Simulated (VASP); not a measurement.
# Sr (Im-3m) in VASP: a series of runs

Aim: see how the results for Sr move with the level of theory and the settings. Levels: r2SCAN, PBEsol. Tasks: single point.

All numbers are computed with VASP 6.6.1; they aren't measurements. Logs are shortened: lines on timing, memory, paths and dates and some standing lists are left out, and cuts for length are marked.

**1. The undisturbed crystal**

Symmetry: Im-3m, No. 229, cubic system. The conventional cell has a = 4.670 Å, b = 4.670 Å, c = 4.670 Å, α = 90.00°, β = 90.00°, γ = 90.00°. Sr (site symmetry m-3m) has 8 Sr at 4.04 Å as nearest neighbours.

This isn't the form of Sr at room conditions, which is fcc.

**2. Single point, r2SCAN (functional r2SCAN, strained and moved within the space group)**

POSCAR reads:

```
Sr
1.0
   -2.3565907500      2.3565907500      2.3565907500
    2.3565907500     -2.3565907500      2.3565907500
    2.3565907500      2.3565907500     -2.3565907500
Sr
1
Direct
    0.0000000000      0.0000000000      0.0000000000
```

INCAR.step1 reads:

```
  ALGO = Normal
  EDIFF = 1E-4
  ENCUT = 520
  GGA = PE
  ISMEAR = 0
  LASPH = T
  LCHARG = F
  LREAL = F
  LWAVE = T
  NBANDS = 11
  NELM = 100
  PREC = Accurate
  SIGMA = 0.1
```

INCAR.step2 reads:

```
  ALGO = Normal
  EDIFF = 1E-6
  ENCUT = 520
  ISIF = 2
  ISMEAR = 0
  ISTART = 1
  LASPH = T
  LCHARG = T
  LELF = T
  LMIXTAU = T
  LREAL = F
  LVHAR = T
  LWAVE = F
  METAGGA = R2SCAN
  NBANDS = 11
  NELM = 100
  PREC = Accurate
  SIGMA = 0.1
```

KPOINTS reads:

```
k-points
0
Gamma
  12 12 12
```

Potentials or basis: VASP PAW PBE potentials, release 64 (Sr_sv).

Started as:

```bash
$ cat potpaw_PBE.64/Sr_sv/POTCAR > POTCAR
$ cp INCAR.step1 INCAR
$ mpirun -np 1 vasp_std > vasp.out
$ cp INCAR.step2 INCAR
$ mpirun -np 1 vasp_std > vasp.out
```

OUTCAR:

```text
EDIFF = 1E-6
   ENCUT = 520
   ISIF = 2
   ISMEAR = 0
   ISTART = 1
   LASPH = T
   LREAL = F
   METAGGA = R2SCAN
   NELM = 100
   PREC = Accurate

 ion  position               nearest neighbor table
   1  0.000  0.000  0.000-

  LATTYP: Found a body centered cubic cell.
 ALAT       =     4.7131815000

  Lattice vectors:

 A1 = (  -2.3565907500,   2.3565907500,   2.3565907500)
 A2 = (   2.3565907500,  -2.3565907500,   2.3565907500)
 A3 = (   2.3565907500,   2.3565907500,  -2.3565907500)

Analysis of symmetry for initial positions (statically):
=====================================================================
 Subroutine PRICEL returns:
 Original cell was already a primitive cell.

 Routine SETGRP: Setting up the symmetry group for a
 body centered cubic supercell.

 Subroutine GETGRP returns: Found 48 space group operations
 (whereof 48 operations were pure point group operations)
 out of a pool of 48 trial point group operations.

The static configuration has the point symmetry O_h .

Analysis of symmetry for dynamics (positions and initial velocities):
=====================================================================
 Subroutine PRICEL returns:
 Original cell was already a primitive cell.

 Routine SETGRP: Setting up the symmetry group for a
 body centered cubic supercell.

 Subroutine GETGRP returns: Found 48 space group operations
 (whereof 48 operations were pure point group operations)
 out of a pool of 48 trial point group operations.

The dynamic configuration has the point symmetry O_h .

 Subroutine INISYM returns: Found 48 space group operations
 (whereof 48 operations are pure point group operations),
 and found     1 'primitive' translations

----------------------------------------------------------------------------------------

                                     Primitive cell

  volume of cell :      52.3495

  direct lattice vectors                    reciprocal lattice vectors
    -2.356590750  2.356590750  2.356590750     0.000000000  0.212170908  0.212170908
     2.356590750 -2.356590750  2.356590750     0.212170908  0.000000000  0.212170908
     2.356590750  2.356590750 -2.356590750     0.212170908  0.212170908  0.000000000

  length of vectors
     4.081734912  4.081734912  4.081734912     0.300054976  0.300054976  0.300054976

  position of ions in fractional coordinates (direct lattice)
     0.000000000  0.000000000  0.000000000

  ion indices of the primitive-cell ions
   primitive index   ion index
                 1           1

----------------------------------------------------------------------------------------

 KPOINTS: k-points

Automatic generation of k-mesh.
 Grid dimensions read from file:
 generate k-points for:   12   12   12

 Generating k-lattice:

  Cartesian coordinates                     Fractional coordinates (reciprocal lattice)
     0.000000000  0.017680909  0.017680909     0.083333333  0.000000000  0.000000000
     0.017680909  0.000000000  0.017680909     0.000000000  0.083333333  0.000000000
     0.017680909  0.017680909  0.000000000     0.000000000  0.000000000  0.083333333

  Length of vectors
     0.025004581  0.025004581  0.025004581

  Shift w.r.t. Gamma in fractional coordinates (k-lattice)
     0.000000000  0.000000000  0.000000000

 Subroutine IBZKPT returns following result:
 ===========================================

 Found     72 irreducible k-points:

 Following reciprocal coordinates:
            Coordinates               Weight
  0.000000  0.000000  0.000000      1.000000
  0.083333  0.000000  0.000000     12.000000
  0.166667  0.000000  0.000000     12.000000
  0.250000  0.000000  0.000000     12.000000
  0.333333  0.000000  0.000000     12.000000
  0.416667  0.000000  0.000000     12.000000
[... 16 lines left out ...]
  0.333333  0.083333  0.083333     24.000000
  0.416667  0.083333  0.083333     12.000000
 [... further k-points ...]
   k-points           NKPTS =     72   k-points in BZ     NKDIM =     72   number of bands    NBANDS=     11
   number of dos      NEDOS =    301   number of ions     NIONS =      1
   total plane-waves  NPLWV =  27000
   dimension x,y,z NGX =    30 NGY =   30 NGZ =   30
   dimension x,y,z NGXF=    60 NGYF=   60 NGZF=   60
   ions per type =               1
   NGX,Y,Z   is equivalent  to a cutoff of  12.22, 12.22, 12.22 a.u.
   NGXF,Y,Z  is equivalent  to a cutoff of  24.44, 24.44, 24.44 a.u.
 SYSTEM =  unknown system
   PREC   = accura    normal or accurate (medium, high low for compatibility)
   ISTART =      1    job   : 0-new  1-cont  2-samecut
   ICHARG =      0    charge: 1-file 2-atom 10-const
   ISPIN  =      1    spin polarized calculation?
   LNONCOLLINEAR =      F non collinear calculations
   LSORBIT =      F    spin-orbit coupling
   LASPH  =      T    aspherical Exc in radial PAW
   ENCUT  =  520.0 eV  38.22 Ry    6.18 a.u.   7.59  7.59  7.59*2*pi/ulx,y,z
   NELM   =    100;   NELMIN=  2; NELMDL=  0     # of ELM steps
   EDIFF  = 0.1E-05   stopping-criterion for ELM
   LREAL  =      F    real-space projection
   EDIFFG = 0.1E-04   stopping-criterion for IOM
   NSW    =      0    number of steps for IOM
   IBRION =     -1    ionic relax: 0-MD 1-quasi-New 2-CG
   NFREE  =      0    steps in history (QN), initial steepest desc. (CG)
   ISIF   =      2    stress and relaxation
   ISYM   =      2    0-nonsym 1-usesym 2-fastsym
   POTIM  = 0.5000    time-step for ionic-motion
   TEBEG  =    0.0;   TEEND  =   0.0 temperature during run
   PSTRESS=    0.0 pullay stress
   NELECT =      10.0000    total number of electrons
   NUPDOWN=      -1.0000    fix difference up-down
   EMIN   =  10.00;   EMAX   =-10.00  energy-range for DOS
   EFERMI =   0.00;   METHOD = LEGACY
   ISMEAR =     0;   SIGMA  =   0.10  broadening in eV -4-tet -1-fermi 0-gaus
   EFERMI_NEDOS =   21; number of points for ismear=-14 and -15
   IALGO  =     38    algorithm
   IMIX   =      4    mixing-type and parameters
     AMIX     =   0.40;   BMIX     =  1.00
     AMIX_MAG =   1.60;   BMIX_MAG =  1.00
  volume/ion in A,a.u.               =      52.35       353.27
  Fermi-wavevector in a.u.,A,eV,Ry     =   0.942839  1.781707 12.094825  0.888945
  Thomas-Fermi vector in A             =   2.070487
   LORBIT       =      0    0 simple, 1 ext, 2 COOP (PROOUT), +10 PAW based schemes
   METAGGA = R2SCAN    functional components
   LHFCALC =     F    Hartree Fock is set to
   AEXX    =    0.0000 exact exchange contribution
   IVDW    =     0    specifies the selected vdW correction
   LEPSILON=     F    determine dielectric tensor
   LRPA    =     F    only Hartree local field effects (RPA)
 non-spin polarized calculation
 Gauss-broadening in eV      SIGMA  =   0.10
  energy-cutoff  :      520.00
  volume of cell :       52.35
 maximum number of plane-waves:      1441
   NGX = 15   NGY = 15   NGZ = 15

 number of electron      10.0000000 magnetization

 Free energy of the ion-electron system (eV)
  ---------------------------------------------------
  ext. energy  EPLUGINS =         0.00000000
  ---------------------------------------------------
  free energy    TOTEN  =       -15.08419354 eV

  energy without entropy =      -15.07773889  energy(sigma->0) =      -15.08096622

 E-fermi :   1.8072     XC(G=0):  -7.9386

 val. band max:        1.8047757911   @ k =  -0.4167  -0.4167   0.2500
 cond. band min:       1.8281509149   @ k =   0.3333   0.2500   0.0833
 fundamental gap:      0.0233751238
 Fermi energy:         1.8071771979

 k-point     1 :       0.0000    0.0000    0.0000
  band No.  band energies     occupation
      1     -36.1296      2.00000
      2     -17.3802      2.00000
      3     -17.3802      2.00000
      4     -17.3802      2.00000
      5      -2.1080      2.00000
      6       4.6049      0.00000
      7       4.6049      0.00000
      8       4.6049      0.00000
      9       5.9955      0.00000
     10       5.9955      0.00000
     11      10.5216      0.00000

 k-point     2 :       0.0833    0.0000    0.0000
  band No.  band energies     occupation
      1     -36.1282      2.00000
      2     -17.3971      2.00000
      3     -17.3855      2.00000
      4     -17.3803      2.00000
      5      -1.9776      2.00000
      6       4.4790      0.00000
      7       4.5090      0.00000
      8       4.7303      0.00000
      9       5.8125      0.00000
     10       5.9842      0.00000
     11      10.6634      0.00000

 k-point     3 :       0.1667    0.0000    0.0000
  band No.  band energies     occupation
      1     -36.1244      2.00000
      2     -17.4427      2.00000
      3     -17.3999      2.00000
      4     -17.3804      2.00000
      5      -1.5996      2.00000
      6       4.1014      0.00000
      7       4.1744      0.00000
      8       5.1013      0.00000
      9       5.6567      0.00000
     10       5.9805      0.00000
     11      10.8424      0.00000

 k-point     4 :       0.2500    0.0000    0.0000
  band No.  band energies     occupation
      1     -36.1193      2.00000
      2     -17.5040      2.00000
      3     -17.4195      2.00000
      4     -17.3806      2.00000
      5      -1.0142      2.00000
      6       3.4609      0.00000
      7       3.8240      0.00000
      8       5.7004      0.00000
      9       5.7506      0.00000
     10       6.0422      0.00000
     11      10.3807      0.00000
[... 239 lines left out ...]
 k-point    22 :       0.2500    0.0833    0.0833
  band No.  band energies     occupation
      1     -36.1132      2.00000
      2     -17.5659      2.00000
      3     -17.4399      2.00000
      4     -17.3952      2.00000
      5      -0.0714      2.00000
      6       2.7800      0.00000
      7       3.2391      0.00000
      8       6.0289      0.00000
      9       6.3163      0.00000
     10       6.7389      0.00000
     11       9.2760      0.00000

 k-point    23 :       0.3333    0.0833    0.0833
  band No.  band energies     occupation
      1     -36.1098      2.00000
      2     -17.5957      2.00000
      3     -17.4608      2.00000
      4     -17.3963      2.00000
      5       0.6567      2.00000
      6       2.2879      0.00000
      7       3.0724      0.00000
      8       6.0536      0.00000
      9       6.5012      0.00000
     10       7.4393      0.00000
     11       8.4373      0.00000

 k-point    24 :       0.4167    0.0833    0.0833
  band No.  band energies     occupation
      1     -36.1086      2.00000
      2     -17.6062      2.00000
      3     -17.4687      2.00000
      4     -17.3967      2.00000
      5       1.0708      2.00000
      6       1.9943      0.00815
      7       3.0162      0.00000
      8       6.0033      0.00000
      9       6.5907      0.00000
     10       7.8911      0.00000
     11       8.0794      0.00000

 [... further k-points ...]
[... 5 lines left out ...]
  --------------------------------------------------------------------------------------
  -------------------------------------------------------------------------------------
  Total        0.2398894      0.2398894      0.2398894     -0.0000000     -0.0000000      0.0000000
  in kB        7.3419118      7.3419118      7.3419118     -0.0000000     -0.0000000      0.0000000
  external PRESSURE =       7.3419118 kB  Pullay stress =       0.0000000 kB

 VOLUME and BASIS-vectors are now :
 -----------------------------------------------------------------------------
  energy-cutoff  :      520.00
  volume of cell :       52.35
      direct lattice vectors                 reciprocal lattice vectors
    -2.356590750  2.356590750  2.356590750     0.000000000  0.212170908  0.212170908
     2.356590750 -2.356590750  2.356590750     0.212170908  0.000000000  0.212170908
     2.356590750  2.356590750 -2.356590750     0.212170908  0.212170908  0.000000000

 POSITION                                       TOTAL-FORCE (eV/Angst)
 -----------------------------------------------------------------------------------
      0.00000      0.00000      0.00000        -0.000000     -0.000000      0.000000
 -----------------------------------------------------------------------------------
    total drift:                               -0.000000     -0.000000      0.000000

  FREE ENERGIE OF THE ION-ELECTRON SYSTEM (eV)
  ---------------------------------------------------
  free  energy   TOTEN  =       -15.0841935436 eV

  energy  without entropy=      -15.0777388902  energy(sigma->0) =      -15.08096622
```

Wall time 2 min (1 thread of Intel Xeon Platinum 8488C (Sapphire Rapids), shared host); peak memory 0.19 GiB.

Results:

```yaml
Free_energy: -15.0842 eV
Pressure: 0.7 GPa
Band_gap_on_the_k_mesh: none (metal or under the smearing width)
```

Levels at points of the mesh, in eV from the Fermi level:
| k point | band 2 | band 3 | band 4 | band 5 | band 6 | band 7 | band 8 | band 9 |
| --- | --- | --- | --- | --- | --- | --- | --- | --- |
| (0.00, 0.00, 0.00) | -19.19 | -19.19 | -19.19 | -3.92 | 2.80 | 2.80 | 2.80 | 4.19 |
| (0.50, 0.00, 0.00) | -19.43 | -19.27 | -19.19 | -1.00 | 0.19 | 1.45 | 4.07 | 4.76 |
| (0.50, 0.50, 0.50) | -19.36 | -19.36 | -19.36 | -0.21 | -0.21 | 4.09 | 4.09 | 4.09 |

Caveat: the PAW data sets were made with another functional, which shifts forces and pressure a little.

(Part 1 of 2 ends here.)
